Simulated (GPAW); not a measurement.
# PbS (Galena) (Fm-3m) in GPAW: further runs

Aim: see how the results for PbS (Galena) move with the level of theory and the settings. Levels: TASK, PW91, OLYP, PBE. Tasks: equation of state, RPA correlation energy.

Everything below comes from runs of GPAW 26.7.0. Logs are shortened: lines on timing, memory, paths and dates and some standing lists are left out, and cuts for length are marked. The log counts tension as positive stress, the text compression.

## Step 1: The crystal as given

Symmetry: Fm-3m, No. 225, cubic system. Conventional cell: a = 5.931 Å, b = 5.931 Å, c = 5.931 Å, α = 90.00°, β = 90.00°, γ = 90.00°. Pb (site symmetry m-3m) has 6 S at 2.97 Å as nearest neighbours. Around S (site symmetry m-3m) lie 6 Pb at 2.97 Å.

## Step 2: Equation of state, TASK

The input, run.py:

```python
from ase.eos import EquationOfState
from ase.io import Trajectory, read
from ase.units import GPa
from gpaw import GPAW, PW

atoms = read('PbS.cif')

traj = Trajectory('eos.traj', 'w')
volumes, energies = [], []
for x in [0.94, 0.96, 0.98, 1.0, 1.02, 1.04, 1.06]:
    a = atoms.copy()
    a.set_cell(atoms.cell * x**(1 / 3), scale_atoms=True)
    calc = GPAW(mode=PW(600),
                xc='MGGA_X_TASK+LDA_C_PW',
                kpts={'size': (6, 6, 6), 'gamma': True},
                occupations={'name': 'fermi-dirac', 'width': 0.05},
                nbands=19,
                convergence={'density': 1e-05, 'energy': 1e-05},
                maxiter=150,
                txt=f'eos-{x:.2f}.txt')
    a.calc = calc
    energies.append(a.get_potential_energy(force_consistent=True))
    volumes.append(a.get_volume())
    p = -a.get_stress()[:3].mean() / GPa
    calc.write(f'eos-{x:.2f}.gpw')
    traj.write(a)
    print(f'{x:.2f} {volumes[-1]:10.4f} A^3 {energies[-1]:14.6f} eV {p:9.3f} GPa', flush=True)

v0, e0, B = EquationOfState(volumes, energies, eos='birchmurnaghan').fit()
print(f'V0 = {v0:.4f} A^3, E0 = {e0:.6f} eV, B0 = {B / GPa:.2f} GPa')
```

The input, PbS.cif:

```cif
data_PbS
_cell_length_a 4.19420387
_cell_length_b 4.19420387
_cell_length_c 4.19420387
_cell_angle_alpha 60.00000000
_cell_angle_beta 60.00000000
_cell_angle_gamma 60.00000000
_space_group_name_H-M_alt 'P1'
_space_group_name_Hall 'P 1'
_space_group_IT_number 1
loop_
_space_group_symop_operation_xyz
'x,y,z'
loop_
_atom_site_label
_atom_site_type_symbol
_atom_site_symmetry_multiplicity
_atom_site_Wyckoff_symbol
_atom_site_fract_x
_atom_site_fract_y
_atom_site_fract_z
_atom_site_occupancy
Pb1 Pb 1 a 0.0000000000 0.0000000000 0.0000000000 1
S1 S 1 a 0.5000000000 0.5000000000 0.5000000000 1
```

Potentials or basis: GPAW PAW data sets (gpaw-data 1.2.1), pw.

Launch:

```bash
OMP_NUM_THREADS=1 python run.py
```

The log of the run:

```text
__  _  _
 | _ |_)|_||  |
 |__||  | ||/\| - 26.7.0

Input parameters:
  mode=PW(ecut=600.0),
  convergence={'density': 1e-05, 'energy': 1e-05},
  kpts=MonkhorstPack(size=(6, 6, 6), gamma=True),
  maxiter=150,
  nbands=19,
  occupations=Occupations(name='fermi-dirac', width=0.05),
  xc=XC(name='MGGA_X_TASK+LDA_C_PW')

Diagonalizing LCAO Hamiltonian
Converting LCAO to pw mode

                   S

       Pb

Atoms  # Å, Bohr magnetons
|   | symbol |        x |        y |        z |    initial magnetic moments |
|---|--------|----------|----------|----------|-----------------------------|
| 0 |     Pb | 0.000000 | 0.000000 | 0.000000 | ( 0.0000,  0.0000,  0.0000) |
| 1 |      S | 4.137518 | 2.388797 | 1.689135 | ( 0.0000,  0.0000,  0.0000) |

Unit cell  # Å
| periodic |        x |        y |        z |  lengths |    angles |
|----------|----------|----------|----------|----------|-----------|
|      yes | 4.137518 | 0.000000 | 0.000000 | 4.137518 | 60.000000 |
|      yes | 2.068759 | 3.583196 | 0.000000 | 4.137518 | 60.000000 |
|      yes | 2.068759 | 1.194399 | 3.378270 | 4.137518 | 60.000000 |

Number of symmetries: 48
Symmetry operations  # r_c * U_cc + t_c -> r_c
|    | kind |            matrix            |
|----|------|------------------------------|
|  0 |  σ   |  1, 0, 0,  1, 0,-1,  1,-1, 0 |
|  1 |  C2  |  1, 0, 0,  1,-1, 0,  1, 0,-1 |
|  2 |  E   |  1, 0, 0,  0, 1, 0,  0, 0, 1 |
|  3 |  σ   |  1, 0, 0,  0, 0, 1,  0, 1, 0 |
|  4 |  C4  |  1, 0,-1,  1, 0, 0,  1,-1, 0 |
|  5 |  S6  |  1, 0,-1,  1,-1, 0,  1, 0, 0 |
|  6 |  σ   |  1, 0,-1,  0, 1,-1,  0, 0,-1 |
|  7 |  C3  |  1, 0,-1,  0, 0,-1,  0, 1,-1 |
|  8 |  S6  |  1,-1, 0,  1, 0, 0,  1, 0,-1 |
|  9 |  C4  |  1,-1, 0,  1, 0,-1,  1, 0, 0 |
| 10 |  C3  |  1,-1, 0,  0,-1, 1,  0,-1, 0 |
| 11 |  σ   |  1,-1, 0,  0,-1, 0,  0,-1, 1 |
| 12 |  σ   |  0, 1, 0,  1, 0, 0,  0, 0, 1 |
| 13 |  C4  |  0, 1, 0,  0, 1,-1, -1, 1, 0 |
| 14 |  C3  |  0, 1, 0,  0, 0, 1,  1, 0, 0 |
| 15 |  S6  |  0, 1, 0, -1, 1, 0,  0, 1,-1 |
| 16 |  C2  |  0, 1,-1,  1, 0,-1,  0, 0,-1 |
| 17 |  σ   |  0, 1,-1,  0, 1, 0, -1, 1, 0 |
| 18 |  S4  |  0, 1,-1,  0, 0,-1,  1, 0,-1 |
| 19 |  C4  |  0, 1,-1, -1, 1, 0,  0, 1, 0 |
| 20 |  C3  |  0, 0, 1,  1, 0, 0,  0, 1, 0 |
| 21 |  σ   |  0, 0, 1,  0, 1, 0,  1, 0, 0 |
| 22 |  S6  |  0, 0, 1,  0,-1, 1, -1, 0, 1 |
| 23 |  C4  |  0, 0, 1, -1, 0, 1,  0,-1, 1 |
| 24 |  S4  |  0, 0,-1,  1, 0,-1,  0, 1,-1 |
| 25 |  C3  |  0, 0,-1,  0, 1,-1,  1, 0,-1 |
| 26 |  C2  |  0, 0,-1,  0,-1, 0, -1, 0, 0 |
| 27 |  S6  |  0, 0,-1, -1, 0, 0,  0,-1, 0 |
| 28 |  S4  |  0,-1, 1,  1,-1, 0,  0,-1, 0 |
| 29 |  C4  |  0,-1, 1,  0, 0, 1, -1, 0, 1 |
| 30 |  C2  |  0,-1, 1,  0,-1, 0,  1,-1, 0 |
| 31 |  σ   |  0,-1, 1, -1, 0, 1,  0, 0, 1 |
| 32 |  C3  |  0,-1, 0,  1,-1, 0,  0,-1, 1 |
| 33 |  S6  |  0,-1, 0,  0, 0,-1, -1, 0, 0 |
| 34 |  S4  |  0,-1, 0,  0,-1, 1,  1,-1, 0 |
| 35 |  C2  |  0,-1, 0, -1, 0, 0,  0, 0,-1 |
| 36 |  C2  | -1, 1, 0,  0, 1, 0,  0, 1,-1 |
| 37 |  S6  | -1, 1, 0,  0, 1,-1,  0, 1, 0 |
| 38 |  S4  | -1, 1, 0, -1, 0, 1, -1, 0, 0 |
| 39 |  C3  | -1, 1, 0, -1, 0, 0, -1, 0, 1 |
| 40 |  S6  | -1, 0, 1,  0, 0, 1,  0,-1, 1 |
| 41 |  C2  | -1, 0, 1,  0,-1, 1,  0, 0, 1 |
| 42 |  C3  | -1, 0, 1, -1, 1, 0, -1, 0, 0 |
| 43 |  S4  | -1, 0, 1, -1, 0, 0, -1, 1, 0 |
| 44 |  C2  | -1, 0, 0,  0, 0,-1,  0,-1, 0 |
| 45 |  i   | -1, 0, 0,  0,-1, 0,  0, 0,-1 |
| 46 |  σ   | -1, 0, 0, -1, 1, 0, -1, 0, 1 |
| 47 |  C2  | -1, 0, 0, -1, 0, 1, -1, 1, 0 |

BZ-sampling:
  Number of BZ points: 216
  Number of IBZ points: 16

  Monkhorst-Pack size: [6, 6, 6]
  Monkhorst-Pack shift: [0.08333333333333333, 0.08333333333333333, 0.08333333333333333]

K-points  # in reciprocal-cell coordinates
|     |                                coordinates |     weight |
|-----|--------------------------------------------|------------|
|   0 | (  0.00000000,   0.00000000,   0.00000000) | 0.00462963 |
|   1 | (  0.16666667,   0.16666667,   0.00000000) | 0.02777778 |
|   2 | (  0.16666667,   0.16666667,   0.16666667) | 0.03703704 |
|   3 | (  0.33333333,   0.16666667,   0.16666667) | 0.05555556 |
|   4 | (  0.33333333,   0.33333333,  -0.33333333) | 0.05555556 |
|   5 | (  0.33333333,   0.33333333,   0.00000000) | 0.02777778 |
|   6 | (  0.33333333,   0.33333333,   0.16666667) | 0.11111111 |
|   7 | (  0.33333333,   0.33333333,   0.33333333) | 0.03703704 |
|   8 | (  0.50000000,   0.33333333,  -0.33333333) | 0.11111111 |
|   9 | (  0.50000000,   0.33333333,  -0.16666667) | 0.05555556 |
| ... |                                            |            |
|  15 | (  0.50000000,   0.50000000,   0.50000000) | 0.01851852 |

Plane wave coefficients: 1687
Cutoff: 600.0 eV

Spin-components: 1 (collinear spins)
Bands:           19
Projectors:      11
Spin-degeneracy: 2
Datatype:        complex128

Density:
  Valence electrons: 20.0
  Components: 1
  Grid points: [24 24 24]
  Charge: 0.0  # |e|

Potential:
  Grid points: [24 24 24]

species:
  Pb:
    name:    Lead
    Z:       82.0
    valence: 14
    core:    68
    charge:  0.0  # [|e|]
    compensation charges:
      type: gauss
      rc: 0.38  # [Å]
      lmax: 2
    cutoffs:
      filter: 2.36  # [Å]
      core: 2.43  # [Å]
    projectors
    | kind |    occ | energy [eV] | rcut [Å] |
    |------|--------|-------------|----------|
    |   6s |  2.000 |     -11.969 |    1.259 |
    |   6p |  2.000 |      -3.506 |    1.275 |
    |   5d | 10.000 |     -21.211 |    1.217 |
    |    s |        |      15.243 |    1.259 |
    |    p |        |      23.705 |    1.275 |
    |    d |        |       6.001 |    1.217 |

    Using partial waves for Pb as LCAO basis

  S:
    name:    Sulfur
    Z:       16.0
    valence: 6
    core:    10
    charge:  0.0  # [|e|]
    compensation charges:
      type: gauss
      rc: 0.24  # [Å]
      lmax: 2
    cutoffs:
      filter: 1.77  # [Å]
      core: 1.66  # [Å]
    projectors
    | kind |    occ | energy [eV] | rcut [Å] |
    |------|--------|-------------|----------|
    |   3s |  2.000 |     -17.254 |    0.974 |
    |   3p |  4.000 |      -7.008 |    0.979 |
    |    s |        |       9.957 |    0.974 |
    |    p |        |      20.203 |    0.979 |
    |    d |        |       0.000 |    0.900 |

    Using partial waves for S as LCAO basis

Reference energy: -578132.083262  # eV

eigensolver:
  PPCG
  Converge bands: occupied
  niter=2

density mixing:
  MSR1-Mixer
  Pratt-step length: 0.05
  Maximum mixing coefficient: 0.75
  Old densities: 10
  SVD Regularization: 0.005
  Good broyden scale: 1.0
  Trust region scale: 1.0
  Backstep threshold: 4.0
  History deletion threshold: 6.0
  Fourier metric: weight=20.0, sigma=0.015

occupation numbers:
  Fermi-Dirac:
    width: 0.0500  # eV

poisson solver:
  ecut: 4800.0  # eV

xc functional:
  name: MGGA_X_TASK+LDA_C_PW with 2 nearest neighbor stencil

convergence criteria:
- Maximum integral of absolute [dens]ity change: 1e-05 electrons / valence electron
- Maximum [total energy] change in last 3 cyles: 1e-05 eV / valence electron
- Maximum integral of absolute [eigenst]ate change: 4e-08 eV^2 / valence electron
maximum number of iterations: 150

SCF iterations
|iter     | |      energy | eigst |  dens |
|---------|-|-------------|-------|-------|
|iter:   1| |   39.973965 | +0.12 |       |
|iter:   2| |   55.789087 | -0.45 | -1.16 |
|iter:   3| |-489750.470243 | +4.68 | -1.15 |
|iter:   4| |   80.914513 | +1.91 | +1.65 |
|iter:   5| |   55.003337 | +0.98 | -0.59 |
|iter:   6| |   55.645268 | -0.61 | -1.53 |
|iter:   7| |   55.750820 | -2.03 | -1.33 |
|iter:   8| |   55.814369 | -2.33 | -1.62 |
|iter:   9| |   55.821781 | -2.93 | -1.96 |
|iter:  10| |   55.825986 | -3.52 | -2.13 |
|iter:  11| |   55.829408 | -3.66 | -2.32 |
|iter:  12| |   55.830235 | -4.54 | -2.74 |
|iter:  13| |   55.830333 | -5.50 | -3.15 |
|iter:  14| |   55.830369c| -5.96 | -3.36 |
|iter:  15| |   55.830374c| -6.26 | -3.85 |
|iter:  16| |   55.830373c| -6.57 | -4.52 |
|iter:  17| |   55.830373c| -7.59c| -4.89 |
|iter:  18| |   55.830373c| -7.55c| -5.35c|

Converged in 18 steps
Energy contributions relative to reference atoms: (reference = -578132.083262)

Energy contributions:
  Kinetic:          55.742670
  Coulomb:         -53.530970
  Zero:              0.725930
  External:          0.000000
  Xc:               52.892745
  Entropy:          -0.000000
  Spinorbit:         0.000000
  ----------------------------
  Free energy:      55.830373
  Extrapolated:     55.830373

dipole moment: (-35.492715, -20.491728, -14.489840)  # |e|*Ang

Fermi level: 7.325
Eigenvalues  # (at kpt = [0.000, 0.000, 0.000])
| band index |      eig [eV] | occ [0-2] |
|------------|---------------|-----------|
|          0 |       -11.428 |     2.000 |
|        ... |               |           |
|          2 |       -11.428 |     2.000 |
|          3 |       -11.384 |     2.000 |
|          4 |       -11.384 |     2.000 |
|          5 |        -8.536 |     2.000 |
|          6 |         0.589 |     2.000 |
|          7 |         4.001 |     2.000 |
[... 9 lines left out ...]
|         17 |        17.139 |     0.000 |
|         18 |        17.363 |     0.000 |

Gap: 1.145 eV
Transition (v -> c):
  (s=0, k=15, n=9, [0.50, 0.50, 0.50]) -> (s=0, k=15, n=10, [0.50, 0.50, 0.50])
No difference between direct/indirect transitions

Stress tensor  # eV/Ang^3
|         x |         y |         z |
|-----------|-----------|-----------|
| -0.065432 |  0.000000 |  0.000000 |
|  0.000000 | -0.065432 |  0.000000 |
|  0.000000 |  0.000000 | -0.065432 |

# Writing to eos-0.96.gpw (mode='')
```

It took 5.2 min on 1 thread of Arm Neoverse V2, shared host; peak memory 0.9 GiB.

Results:

```yaml
Equilibrium_volume: "29.85 Å³/atom (rough: see the caveat)"
Bulk_modulus: 41 GPa (rough)
```

Energy against volume, from the lowest point:
| volume (Å³/atom) | energy (meV/atom) |
| --- | --- |
| 24.521 | 148.51 |
| 25.042 | 111.31 |
| 25.564 | 79.75 |
| 26.086 | 53.29 |
| 26.607 | 31.45 |
| 27.129 | 13.83 |
| 27.651 | 0.00 |

Caveat: the minimum lies outside the volumes run; the PAW data sets were made with another functional, which shifts forces and pressure a little. Spin-orbit coupling is left out, which matters for the levels of Pb.

## Step 3: Equation of state, PW91

Edit run.py of step 2 so:

```diff
@@ -1 +1,3 @@
+import spglib
+from ase import Atoms
 from ase.eos import EquationOfState
@@ -3,5 +5,10 @@
 from ase.units import GPa
-from gpaw import GPAW, PW
+from gpaw import GPAW, PW, setup_paths
+
+setup_paths.insert(0, '.')
 
 atoms = read('PbS.cif')
+cell, positions, numbers = spglib.find_primitive(
+    (atoms.cell[:], atoms.get_scaled_positions(), atoms.numbers), symprec=1e-4)
+atoms = Atoms(numbers, cell=cell, scaled_positions=positions, pbc=True)
 
@@ -13,3 +20,3 @@
     calc = GPAW(mode=PW(600),
-                xc='MGGA_X_TASK+LDA_C_PW',
+                xc='GGA_X_PW91+GGA_C_PW91',
                 kpts={'size': (6, 6, 6), 'gamma': True},
```

The input, PbS.cif:

```cif
data_PbS
_cell_length_a 5.93150000
_cell_length_b 5.93150000
_cell_length_c 5.93150000
_cell_angle_alpha 90.00000000
_cell_angle_beta 90.00000000
_cell_angle_gamma 90.00000000
_space_group_name_H-M_alt 'Fm-3m'
_space_group_name_Hall '-F 4 2 3'
_space_group_IT_number 225
loop_
_space_group_symop_operation_xyz
'x,y,z'
'-x,-y,-z'
'-y,x,z'
'y,-x,-z'
'-x,-y,z'
'x,y,-z'
'y,-x,z'
'-y,x,-z'
'x,-y,-z'
'-x,y,z'
'-y,-x,-z'
'y,x,z'
'-x,y,-z'
'x,-y,z'
'y,x,-z'
'-y,-x,z'
'z,x,y'
'-z,-x,-y'
'z,-y,x'
'-z,y,-x'
'z,-x,-y'
'-z,x,y'
'z,y,-x'
'-z,-y,x'
'-z,x,-y'
'z,-x,y'
'-z,-y,-x'
'z,y,x'
'-z,-x,y'
'z,x,-y'
'-z,y,x'
'z,-y,-x'
'y,z,x'
'-y,-z,-x'
'x,z,-y'
'-x,-z,y'
'-y,z,-x'
'y,-z,x'
'-x,z,y'
'x,-z,-y'
'-y,-z,x'
'y,z,-x'
'-x,-z,-y'
'x,z,y'
'y,-z,-x'
'-y,z,x'
'x,-z,y'
'-x,z,-y'
'x,y+1/2,z+1/2'
'-x,-y+1/2,-z+1/2'
'-y,x+1/2,z+1/2'
'y,-x+1/2,-z+1/2'
[... 63 lines left out ...]
'-z+1/2,y,-x+1/2'
'z+1/2,-x,-y+1/2'
'-z+1/2,x,y+1/2'
'z+1/2,y,-x+1/2'
'-z+1/2,-y,x+1/2'
'-z+1/2,x,-y+1/2'
'z+1/2,-x,y+1/2'
'-z+1/2,-y,-x+1/2'
'z+1/2,y,x+1/2'
'-z+1/2,-x,y+1/2'
'z+1/2,x,-y+1/2'
'-z+1/2,y,x+1/2'
'z+1/2,-y,-x+1/2'
'y+1/2,z,x+1/2'
'-y+1/2,-z,-x+1/2'
'x+1/2,z,-y+1/2'
'-x+1/2,-z,y+1/2'
'-y+1/2,z,-x+1/2'
'y+1/2,-z,x+1/2'
'-x+1/2,z,y+1/2'
'x+1/2,-z,-y+1/2'
'-y+1/2,-z,x+1/2'
'y+1/2,z,-x+1/2'
'-x+1/2,-z,-y+1/2'
'x+1/2,z,y+1/2'
'y+1/2,-z,-x+1/2'
'-y+1/2,z,x+1/2'
'x+1/2,-z,y+1/2'
'-x+1/2,z,-y+1/2'
'x+1/2,y+1/2,z'
'-x+1/2,-y+1/2,-z'
'-y+1/2,x+1/2,z'
'y+1/2,-x+1/2,-z'
'-x+1/2,-y+1/2,z'
'x+1/2,y+1/2,-z'
'y+1/2,-x+1/2,z'
'-y+1/2,x+1/2,-z'
'x+1/2,-y+1/2,-z'
'-x+1/2,y+1/2,z'
'-y+1/2,-x+1/2,-z'
'y+1/2,x+1/2,z'
'-x+1/2,y+1/2,-z'
'x+1/2,-y+1/2,z'
'y+1/2,x+1/2,-z'
'-y+1/2,-x+1/2,z'
'z+1/2,x+1/2,y'
'-z+1/2,-x+1/2,-y'
'z+1/2,-y+1/2,x'
'-z+1/2,y+1/2,-x'
'z+1/2,-x+1/2,-y'
'-z+1/2,x+1/2,y'
'z+1/2,y+1/2,-x'
'-z+1/2,-y+1/2,x'
'-z+1/2,x+1/2,-y'
'z+1/2,-x+1/2,y'
'-z+1/2,-y+1/2,-x'
'z+1/2,y+1/2,x'
'-z+1/2,-x+1/2,y'
'z+1/2,x+1/2,-y'
'-z+1/2,y+1/2,x'
'z+1/2,-y+1/2,-x'
'y+1/2,z+1/2,x'
'-y+1/2,-z+1/2,-x'
'x+1/2,z+1/2,-y'
'-x+1/2,-z+1/2,y'
'-y+1/2,z+1/2,-x'
'y+1/2,-z+1/2,x'
'-x+1/2,z+1/2,y'
'x+1/2,-z+1/2,-y'
'-y+1/2,-z+1/2,x'
'y+1/2,z+1/2,-x'
'-x+1/2,-z+1/2,-y'
'x+1/2,z+1/2,y'
'y+1/2,-z+1/2,-x'
'-y+1/2,z+1/2,x'
'x+1/2,-z+1/2,y'
'-x+1/2,z+1/2,-y'
loop_
_atom_site_label
_atom_site_type_symbol
_atom_site_symmetry_multiplicity
_atom_site_Wyckoff_symbol
_atom_site_fract_x
_atom_site_fract_y
_atom_site_fract_z
_atom_site_occupancy
Pb1 Pb 4 a 0.0000000000 0.0000000000 0.0000000000 1
S1 S 4 b 0.5000000000 0.0000000000 0.0000000000 1
```

Potentials or basis: PAW data sets generated in the run's folder for this functional, pw.

Launch:

```bash
gpaw-setup -f GGA_X_PW91+GGA_C_PW91 Pb S
OMP_NUM_THREADS=1 python run.py
```

Run time: 69 s. Hardware: 1 thread of Arm Neoverse V2, shared host; peak memory 0.24 GiB.

The run converged. Its results:

| Quantity | Value |
| --- | --- |
| Equilibrium volume | 26.93 Å³/atom |
| Bulk modulus | 54 GPa |
| Pressure derivative of the bulk modulus | 3.8 |

Energy against volume, from the lowest point:
```csv
volume (Å³/atom),energy (meV/atom)
24.521,41.62
25.042,24.60
25.564,12.30
26.086,4.35
26.607,0.37
27.129,0.00
27.651,2.88
```

Spin-orbit coupling is left out, which matters for the levels of Pb. Zero-point motion and thermal expansion aren't in these numbers.

## Step 4: Equation of state, OLYP

Edit run.py of step 3 so:

```diff
@@ -1,3 +1 @@
-import spglib
-from ase import Atoms
 from ase.eos import EquationOfState
@@ -9,6 +7,3 @@
 
-atoms = read('PbS.cif')
-cell, positions, numbers = spglib.find_primitive(
-    (atoms.cell[:], atoms.get_scaled_positions(), atoms.numbers), symprec=1e-4)
-atoms = Atoms(numbers, cell=cell, scaled_positions=positions, pbc=True)
+atoms = read('POSCAR')
 
@@ -20,3 +15,3 @@
     calc = GPAW(mode=PW(600),
-                xc='GGA_X_PW91+GGA_C_PW91',
+                xc='GGA_X_OPTX+GGA_C_LYP',
                 kpts={'size': (6, 6, 6), 'gamma': True},
```

The input, POSCAR:

```
PbS
1.0
    0.0000000000      2.9657500000      2.9657500000
    2.9657500000      0.0000000000      2.9657500000
    2.9657500000      2.9657500000      0.0000000000
Pb S
1 1
Direct
    0.0000000000      0.0000000000      0.0000000000
    0.5000000000      0.5000000000      0.5000000000
```

Launch:

```bash
gpaw-setup -f GGA_X_OPTX+GGA_C_LYP Pb S
OMP_NUM_THREADS=1 python run.py
```

It took 75 s on 1 thread of Arm Neoverse V2, shared host; peak memory 0.26 GiB.

It converged, with:

| Item | Value |
| --- | --- |
| Equilibrium volume | 27.95 Å³/atom (rough: see the caveat) |
| Bulk modulus | 44 GPa (rough) |

Energy against volume, from the lowest point:
| volume (Å³/atom) | energy (meV/atom) |
| --- | --- |
| 24.521 | 72.43 |
| 25.042 | 50.05 |
| 25.564 | 32.34 |
| 26.086 | 18.86 |
| 26.607 | 9.20 |
| 27.129 | 3.10 |
| 27.651 | 0.00 |

Caveat: the minimum lies outside the volumes run.

(Part 1 of 2 ends here.)
